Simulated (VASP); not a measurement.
# W (Im-3m) in VASP: further runs

Runs on W. Level: r2SCAN. Tasks: relaxation of the atoms.

Everything below comes from runs of VASP 6.6.1. Logs are shortened: lines on timing, memory, paths and dates and some standing lists are left out, and cuts for length are marked.

## 1. The structure

The structure is cubic, space group Im-3m (No. 229). Conventional cell: a = 3.173 Å, b = 3.173 Å, c = 3.173 Å, α = 90.00°, β = 90.00°, γ = 90.00°. W (site symmetry m-3m) is surrounded by 8 W at 2.75 Å.

## 2. Relaxation of the atoms, r2SCAN

INCAR reads:

```
  PREC = Accurate
  ENCUT = 600
  EDIFF = 1E-7
  ISMEAR = 1
  SIGMA = 0.1
  LREAL = False
  LASPH = True
  NELM = 80
  ALGO = Normal
  ISIF = 2
  LWAVE = False
  LCHARG = False
  METAGGA = R2SCAN
  LMIXTAU = True
  IBRION = 2
  NSW = 40
  EDIFFG = -0.01
```

KPOINTS reads:

```
regular mesh
0
Gamma
  16 16 16
```

POSCAR reads:

```
W                                       
1.0
   -1.5864800861      1.5864800861      1.5864800861
    1.5864800861     -1.5864800861      1.5864800861
    1.5864800861      1.5864800861     -1.5864800861
  W             
     1
Direct
     0.0000000000000000    0.0000000000000000    0.0000000000000000
```

Potentials or basis: VASP PAW PBE potentials, release 64 (W_sv).

The run is started by

```sh
> cat potpaw_PBE.64/W_sv/POTCAR > POTCAR
> mpirun -np 1 vasp_std > vasp.out
```

OUTCAR:

```text
PREC = Accurate
   ENCUT = 600
   EDIFF = 1E-7
   ISMEAR = 1
   LREAL = False
   LASPH = True
   NELM = 80
   ISIF = 2
   METAGGA = R2SCAN
   IBRION = 2
   NSW = 40
   EDIFFG = -0.01

 ion  position               nearest neighbor table
   1  0.000  0.000  0.000-

  LATTYP: Found a body centered cubic cell.
 ALAT       =     3.1729601722

  Lattice vectors:

 A1 = (  -1.5864800861,   1.5864800861,   1.5864800861)
 A2 = (   1.5864800861,  -1.5864800861,   1.5864800861)
 A3 = (   1.5864800861,   1.5864800861,  -1.5864800861)

Analysis of symmetry for initial positions (statically):
=====================================================================
 Subroutine PRICEL returns:
 Original cell was already a primitive cell.

 Routine SETGRP: Setting up the symmetry group for a
 body centered cubic supercell.

 Subroutine GETGRP returns: Found 48 space group operations
 (whereof 48 operations were pure point group operations)
 out of a pool of 48 trial point group operations.

The static configuration has the point symmetry O_h .

Analysis of symmetry for dynamics (positions and initial velocities):
=====================================================================
 Subroutine PRICEL returns:
 Original cell was already a primitive cell.

 Routine SETGRP: Setting up the symmetry group for a
 body centered cubic supercell.

 Subroutine GETGRP returns: Found 48 space group operations
 (whereof 48 operations were pure point group operations)
 out of a pool of 48 trial point group operations.

The dynamic configuration has the point symmetry O_h .

 Subroutine INISYM returns: Found 48 space group operations
 (whereof 48 operations are pure point group operations),
 and found     1 'primitive' translations

----------------------------------------------------------------------------------------

                                     Primitive cell

  volume of cell :      15.9722

  direct lattice vectors                    reciprocal lattice vectors
    -1.586480086  1.586480086  1.586480086     0.000000000  0.315163111  0.315163111
     1.586480086 -1.586480086  1.586480086     0.315163111  0.000000000  0.315163111
     1.586480086  1.586480086 -1.586480086     0.315163111  0.315163111  0.000000000

  length of vectors
     2.747864114  2.747864114  2.747864114     0.445707946  0.445707946  0.445707946

  position of ions in fractional coordinates (direct lattice)
     0.000000000  0.000000000  0.000000000
[... 79 lines left out ...]
   NSW    =     40    number of steps for IOM
   IBRION =      2    ionic relax: 0-MD 1-quasi-New 2-CG
   NFREE  =      1    steps in history (QN), initial steepest desc. (CG)
   ISIF   =      2    stress and relaxation
   ISYM   =      2    0-nonsym 1-usesym 2-fastsym
   POTIM  = 0.5000    time-step for ionic-motion
   TEBEG  =    0.0;   TEEND  =   0.0 temperature during run
   PSTRESS=    0.0 pullay stress
   NELECT =      14.0000    total number of electrons
   NUPDOWN=      -1.0000    fix difference up-down
   EMIN   =  10.00;   EMAX   =-10.00  energy-range for DOS
   EFERMI =   0.00;   METHOD = LEGACY
   ISMEAR =     1;   SIGMA  =   0.10  broadening in eV -4-tet -1-fermi 0-gaus
   EFERMI_NEDOS =   21; number of points for ismear=-14 and -15
   IALGO  =     38    algorithm
   IMIX   =      4    mixing-type and parameters
     AMIX     =   0.40;   BMIX     =  1.00
     AMIX_MAG =   1.60;   BMIX_MAG =  1.00
  volume/ion in A,a.u.               =      15.97       107.79
  Fermi-wavevector in a.u.,A,eV,Ry     =   1.566737  2.960704 33.397761  2.454666
  Thomas-Fermi vector in A             =   2.669021
   LORBIT       =      0    0 simple, 1 ext, 2 COOP (PROOUT), +10 PAW based schemes
   METAGGA = R2SCAN    functional components
   LHFCALC =     F    Hartree Fock is set to
   AEXX    =    0.0000 exact exchange contribution
   IVDW    =     0    specifies the selected vdW correction
   LEPSILON=     F    determine dielectric tensor
   LRPA    =     F    only Hartree local field effects (RPA)
 conjugate gradient relaxation of ions
 non-spin polarized calculation
 Methfessel and Paxton  Order N= 1 SIGMA  =   0.10
  energy-cutoff  :      600.00
  volume of cell :       15.97
 maximum number of plane-waves:       555
 NGX is ok and might be reduce to    24
   NGX = 11   NGY = 11   NGZ = 11

 number of electron      14.0000002 magnetization

 Free energy of the ion-electron system (eV)
  ---------------------------------------------------
  ext. energy  EPLUGINS =         0.00000000
  ---------------------------------------------------
  free energy    TOTEN  =       -51.35425698 eV

  energy without entropy =      -51.35341048  energy(sigma->0) =      -51.35397482

 E-fermi :  11.2076     XC(G=0): -14.9122

 val. band max:       11.2074035886   @ k =   0.4375   0.0625  -0.0000
 cond. band min:      11.2223063991   @ k =  -0.3125   0.3125   0.1875
 fundamental gap:      0.0149028106
 Fermi energy:        11.2076438850

 k-point     1 :       0.0000    0.0000    0.0000
  band No.  band energies     occupation
      1     -64.9528      2.00000
      2     -27.8235      2.00000
      3     -27.8235      2.00000
      4     -27.8235      2.00000
      5       1.0939      2.00000
      6       9.9081      2.00000
      7       9.9081      2.00000
      8       9.9081      2.00000
      9      13.7213      0.00000
     10      13.7214      0.00000
     11      26.4227      0.00000
[... 309 lines left out ...]
 k-point    24 :       0.2500    0.1875   -0.0000
  band No.  band energies     occupation
      1     -64.8234      2.00000
      2     -28.8764      2.00000
      3     -28.2601      2.00000
      4     -27.9385      2.00000
      5       5.5824      2.00000
      6       7.9254      2.00000
      7       8.7162      2.00000
      8      12.9169     -0.00000
      9      14.5612      0.00000
     10      16.6128      0.00000
     11      24.2224      0.00000

 [... further k-points ...]
[... 5 lines left out ...]
  --------------------------------------------------------------------------------------
  -------------------------------------------------------------------------------------
  Total       -0.0017683     -0.0017683     -0.0017683      0.0000000     -0.0000000      0.0000000
  in kB       -0.1773840     -0.1773840     -0.1773840      0.0000000     -0.0000000      0.0000000
  external PRESSURE =      -0.1773840 kB  Pullay stress =       0.0000000 kB

 VOLUME and BASIS-vectors are now :
 -----------------------------------------------------------------------------
  energy-cutoff  :      600.00
  volume of cell :       15.97
      direct lattice vectors                 reciprocal lattice vectors
    -1.586480086  1.586480086  1.586480086     0.000000000  0.315163111  0.315163111
     1.586480086 -1.586480086  1.586480086     0.315163111  0.000000000  0.315163111
     1.586480086  1.586480086 -1.586480086     0.315163111  0.315163111  0.000000000

 POSITION                                       TOTAL-FORCE (eV/Angst)
 -----------------------------------------------------------------------------------
      0.00000      0.00000      0.00000         0.000000      0.000000     -0.000000
 -----------------------------------------------------------------------------------
    total drift:                                0.000000      0.000000     -0.000000

  FREE ENERGIE OF THE ION-ELECTRON SYSTEM (eV)
  ---------------------------------------------------
  free  energy   TOTEN  =       -51.3542569814 eV

  energy  without entropy=      -51.3534104824  energy(sigma->0) =      -51.35397482

 reached required accuracy - stopping structural energy minimisation
```

OSZICAR:

```text
N       E                     dE             d eps       ncg     rms          rms(c)
DAV:   1     0.438577546227E+02    0.43858E+02   -0.87664E+03  3198   0.163E+03
DAV:   2    -0.537924463206E+02   -0.97650E+02   -0.94335E+02  3415   0.364E+02
DAV:   3    -0.556296300980E+02   -0.18372E+01   -0.18086E+01  3634   0.483E+01
[... 12 lines left out ...]
DAV:  16    -0.513542582316E+02   -0.19407E-05   -0.53134E-06  3526   0.296E-02    0.212E-03
DAV:  17    -0.513542562437E+02    0.19879E-05   -0.25814E-07  3343   0.678E-03    0.958E-04
DAV:  18    -0.513542574779E+02   -0.12342E-05   -0.44480E-08  1646   0.333E-03    0.555E-04
DAV:  19    -0.513542568861E+02    0.59185E-06   -0.29036E-08  1616   0.250E-03    0.149E-04
DAV:  20    -0.513542570289E+02   -0.14284E-06   -0.38325E-09  1607   0.107E-03    0.890E-05
DAV:  21    -0.513542569814E+02    0.47526E-07   -0.34962E-10  1604   0.310E-04
   1 F= -.51354257E+02 E0= -.51353975E+02  d E =-.513543E+02
```

Wall time 48 s (1 thread of Intel Xeon 6975P-C (Granite Rapids), shared host); peak memory 0.17 GiB.

What came out:

- Free energy: -51.3543 eV
- Pressure after relaxing: 0.0 GPa
- Band gap on the k mesh: none (metal or under the smearing width)

Final structure:
```
W
1.0
    -1.58648    1.58648    1.58648
     1.58648   -1.58648    1.58648
     1.58648    1.58648   -1.58648
W
1
Cartesian
  0.0000 0.0000 0.0000
```

Caveat: the relaxation stopped at its first step, so nothing moved; the PAW data sets were made with another functional, which shifts forces and pressure a little.

## 3. Relaxation of the atoms, r2SCAN (a relaxed cell with its volume scaled by 1.02)

INCAR is that of step 2.

KPOINTS is that of step 2.

POSCAR reads:

```
W                                       
1.0
   -1.5969868829      1.5969868829      1.5969868829
    1.5969868829     -1.5969868829      1.5969868829
    1.5969868829      1.5969868829     -1.5969868829
  W             
     1
Direct
     0.0000000000000000    0.0000000000000000    0.0000000000000000
```

Potentials or basis: VASP PAW PBE potentials, release 64 (W_sv).

The run is started by

```sh
> cat potpaw_PBE.64/W_sv/POTCAR > POTCAR
> mpirun -np 1 vasp_std > vasp.out
```

OUTCAR:

```text
PREC = Accurate
   ENCUT = 600
   EDIFF = 1E-7
   ISMEAR = 1
   LREAL = False
   LASPH = True
   NELM = 80
   ISIF = 2
   METAGGA = R2SCAN
   IBRION = 2
   NSW = 40
   EDIFFG = -0.01

 ion  position               nearest neighbor table
   1  0.000  0.000  0.000-

  LATTYP: Found a body centered cubic cell.
 ALAT       =     3.1939737658

  Lattice vectors:

 A1 = (  -1.5969868829,   1.5969868829,   1.5969868829)
 A2 = (   1.5969868829,  -1.5969868829,   1.5969868829)
 A3 = (   1.5969868829,   1.5969868829,  -1.5969868829)

Analysis of symmetry for initial positions (statically):
=====================================================================
 Subroutine PRICEL returns:
 Original cell was already a primitive cell.

 Routine SETGRP: Setting up the symmetry group for a
 body centered cubic supercell.

 Subroutine GETGRP returns: Found 48 space group operations
 (whereof 48 operations were pure point group operations)
 out of a pool of 48 trial point group operations.

The static configuration has the point symmetry O_h .

Analysis of symmetry for dynamics (positions and initial velocities):
=====================================================================
 Subroutine PRICEL returns:
 Original cell was already a primitive cell.

 Routine SETGRP: Setting up the symmetry group for a
 body centered cubic supercell.

 Subroutine GETGRP returns: Found 48 space group operations
 (whereof 48 operations were pure point group operations)
 out of a pool of 48 trial point group operations.

The dynamic configuration has the point symmetry O_h .

 Subroutine INISYM returns: Found 48 space group operations
 (whereof 48 operations are pure point group operations),
 and found     1 'primitive' translations

----------------------------------------------------------------------------------------

[... 112 lines left out ...]
  Fermi-wavevector in a.u.,A,eV,Ry     =   1.556430  2.941226 32.959750  2.422473
  Thomas-Fermi vector in A             =   2.660227
   LORBIT       =      0    0 simple, 1 ext, 2 COOP (PROOUT), +10 PAW based schemes
   METAGGA = R2SCAN    functional components
   LHFCALC =     F    Hartree Fock is set to
   AEXX    =    0.0000 exact exchange contribution
   IVDW    =     0    specifies the selected vdW correction
   LEPSILON=     F    determine dielectric tensor
   LRPA    =     F    only Hartree local field effects (RPA)
 conjugate gradient relaxation of ions
 non-spin polarized calculation
 Methfessel and Paxton  Order N= 1 SIGMA  =   0.10
  energy-cutoff  :      600.00
  volume of cell :       16.29
 maximum number of plane-waves:       560
 NGX is ok and might be reduce to    24
   NGX = 11   NGY = 11   NGZ = 11

 number of electron      14.0000002 magnetization

 Free energy of the ion-electron system (eV)
  ---------------------------------------------------
  ext. energy  EPLUGINS =         0.00000000
  ---------------------------------------------------
  free energy    TOTEN  =       -51.34832968 eV

  energy without entropy =      -51.34766451  energy(sigma->0) =      -51.34810795

 E-fermi :  10.9154     XC(G=0): -14.7854

 val. band max:       10.8967702658   @ k =  -0.1250   0.1875   0.0625
 cond. band min:      10.9400602716   @ k =  -0.3125   0.3125   0.1875
 fundamental gap:      0.0432900058
 Fermi energy:        10.9153816471

 k-point     1 :       0.0000    0.0000    0.0000
  band No.  band energies     occupation
      1     -65.2690      2.00000
      2     -28.1683      2.00000
      3     -28.1683      2.00000
      4     -28.1683      2.00000
      5       0.9236      2.00000
      6       9.6553      2.00000
      7       9.6553      2.00000
      8       9.6553      2.00000
      9      13.3914      0.00000
     10      13.3914      0.00000
     11      26.0951      0.00000
[... 309 lines left out ...]
 k-point    24 :       0.2500    0.1875   -0.0000
  band No.  band energies     occupation
      1     -65.1503      2.00000
      2     -29.1543      2.00000
      3     -28.5774      2.00000
      4     -28.2757      2.00000
      5       5.3727      2.00000
      6       7.7212      2.00000
      7       8.4695      2.00000
      8      12.6024     -0.00000
      9      14.1920      0.00000
     10      16.1810      0.00000
     11      23.6998      0.00000

 [... further k-points ...]
[... 5 lines left out ...]
  --------------------------------------------------------------------------------------
  -------------------------------------------------------------------------------------
  Total       -0.6030658     -0.6030658     -0.6030658      0.0000000     -0.0000000      0.0000000
  in kB      -59.3077175    -59.3077175    -59.3077175      0.0000000     -0.0000000      0.0000000
  external PRESSURE =     -59.3077175 kB  Pullay stress =       0.0000000 kB

 VOLUME and BASIS-vectors are now :
 -----------------------------------------------------------------------------
  energy-cutoff  :      600.00
  volume of cell :       16.29
      direct lattice vectors                 reciprocal lattice vectors
    -1.596986883  1.596986883  1.596986883     0.000000000  0.313089610  0.313089610
     1.596986883 -1.596986883  1.596986883     0.313089610  0.000000000  0.313089610
     1.596986883  1.596986883 -1.596986883     0.313089610  0.313089610  0.000000000

 POSITION                                       TOTAL-FORCE (eV/Angst)
 -----------------------------------------------------------------------------------
      0.00000      0.00000      0.00000         0.000000      0.000000      0.000000
 -----------------------------------------------------------------------------------
    total drift:                                0.000000      0.000000      0.000000

  FREE ENERGIE OF THE ION-ELECTRON SYSTEM (eV)
  ---------------------------------------------------
  free  energy   TOTEN  =       -51.3483296752 eV

  energy  without entropy=      -51.3476645079  energy(sigma->0) =      -51.34810795

 reached required accuracy - stopping structural energy minimisation
```

OSZICAR:

```text
N       E                     dE             d eps       ncg     rms          rms(c)
DAV:   1     0.475094889369E+02    0.47509E+02   -0.88201E+03  3190   0.164E+03
DAV:   2    -0.537809640737E+02   -0.10129E+03   -0.97702E+02  3382   0.372E+02
DAV:   3    -0.556402326690E+02   -0.18593E+01   -0.18376E+01  3674   0.492E+01
[... 12 lines left out ...]
DAV:  16    -0.513483308292E+02   -0.15245E-05   -0.62353E-06  3514   0.325E-02    0.151E-03
DAV:  17    -0.513483289865E+02    0.18427E-05   -0.25165E-07  3338   0.689E-03    0.793E-04
DAV:  18    -0.513483301307E+02   -0.11442E-05   -0.40115E-08  1664   0.304E-03    0.562E-04
DAV:  19    -0.513483296111E+02    0.51959E-06   -0.20165E-08  1610   0.198E-03    0.103E-04
DAV:  20    -0.513483297405E+02   -0.12935E-06   -0.44810E-09  1607   0.116E-03    0.635E-05
DAV:  21    -0.513483296752E+02    0.65231E-07   -0.35606E-10  1604   0.320E-04
   1 F= -.51348330E+02 E0= -.51348108E+02  d E =-.513483E+02
```

Wall time 47 s (1 thread of Intel Xeon 6975P-C (Granite Rapids), shared host); peak memory 0.17 GiB.

What came out:

```yaml
Free_energy: -51.3483 eV
Pressure_after_relaxing: -5.9 GPa
Band_gap_on_the_k_mesh: none (metal or under the smearing width)
```

Final structure:
```
W
1.0
    -1.59699    1.59699    1.59699
     1.59699   -1.59699    1.59699
     1.59699    1.59699   -1.59699
W
1
Direct
  0.00000 0.00000 0.00000
```

Caveat: the relaxation stopped at its first step, so nothing moved; the PAW data sets were made with another functional, which shifts forces and pressure a little.
